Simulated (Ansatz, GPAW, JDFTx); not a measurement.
# TiB2: programs and potentials compared

```
Ti B
1.0
     3.02920    0.00000    0.00000
    -1.51460    2.62336    0.00000
     0.00000    0.00000    3.22840
Ti B
1 2
Direct
  0.00000 0.00000 0.00000
  0.66667 0.33333 0.50000
  0.33333 0.66667 0.50000
```

Alike in all runs: task single point; functional PBE; k mesh 10 × 10 × 8; occupations fermi-dirac, width 0.05 eV; no spin polarisation; no spin-orbit coupling. Pressure is positive in compression and, in plane waves, holds the error of the finite cutoff, which Ansatz's Pulay term estimates and takes out.

```csv
program and potentials,plane-wave cutoff (eV),notes,pressure (GPa)
"Ansatz, Ansatz PAW",800,-,?
"JDFTx, PseudoDojo-SR-PBE-0.5-standard with smoothed tails",1143,-,0.20
"GPAW, GPAW PAW data sets (gpaw-data 1.2.1)",800,-,0.70
```

Estimate from the other rows what the run with Ansatz, Ansatz PAW gave.

Pressure 0.30 GPa. The other rows, which needn't bracket it: pressure 0.20 to 0.70.
